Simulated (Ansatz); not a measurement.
## Fe: single point with PBEsol

Fe:

```
Fe
1.0
    -1.44300    1.44300    1.44300
     1.44300   -1.44300    1.44300
     1.44300    1.44300   -1.44300
Fe
1
Direct
  0.00000 0.00000 0.00000
```

```
Program             : Ansatz 0.2.0
Task                : single point
Functional          : PBEsol
Potentials or basis : Ansatz PAW
Cutoff              : 420 eV (not typed: the program's choice for these potentials)
k mesh              : 13 × 13 × 13
Occupations         : fermi-dirac, width 0.05 eV
Spin                : collinear spin, ferromagnetic start
Starting moments    : [4.5] μB
```

| Quantity | Value |
| --- | --- |
| Pressure | -17.9 GPa |
| Band gap on the k mesh | none (metal or under the smearing width) |
| Net moment | 2.26 μB per cell |
| Absolute moment | 2.38 μB per cell |
| Site moments | Fe +2.31 μB |

Levels at points of the mesh, in eV from the Fermi level:
Spin up:
| k point | band 7 | band 8 | band 9 | band 10 | band 11 | band 12 |
| --- | --- | --- | --- | --- | --- | --- |
| (0.00, 0.00, 0.00) | -2.20 | -2.20 | -1.03 | -1.03 | 23.81 | 23.81 |
Spin down:
```tsv
k point	band 5	band 6	band 7	band 8	band 9	band 10
(0.00, 0.00, 0.00)	-8.03	-0.19	-0.19	-0.19	1.69	1.69
```

Wall time 1.9 s on 2 threads of Arm Neoverse V1, with other jobs on the host, peak memory 0.28 GiB.

Caveat: the PAW data sets come from PBE, with cores solved anew for the run's functional, which leaves a small shift of forces and pressure.
